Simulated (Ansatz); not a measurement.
Crystal: GaAs.

```
CELL_PARAMETERS angstrom
0.00000 2.82685 2.82685
2.82685 0.00000 2.82685
2.82685 2.82685 0.00000
ATOMIC_POSITIONS crystal
As 0.75000 0.75000 0.75000
Ga 0.00000 0.00000 0.00000
```

Base run:

| Item | Value |
| --- | --- |
| Program | Ansatz 0.2.0 |
| Functional | PBE |
| Potentials or basis | Ansatz PAW |
| Cutoff | 420 eV (not typed: the program's choice for these potentials) |
| k mesh | 8 × 8 × 8 |
| Occupations | fermi-dirac, width 0.05 eV |
| Spin | spin-orbit coupling, no magnetisation |

Its results: band gap on the k mesh 0.41 eV, direct; pressure 3.3 GPa.

Question: The run is repeated on the same cell with these changes: potentials or basis from Ansatz PAW to Ansatz NC; cutoff from 420 eV (not typed: the program's choice for these potentials) to 1143 eV (not typed: the program's choice for these potentials); spin from spin-orbit coupling, no magnetisation to no spin polarisation. What comes out?

Answer: Band gap on the k mesh 0.51 eV, direct; pressure 3.4 GPa.

Spin-orbit coupling splits the band edges, which narrows the gap.
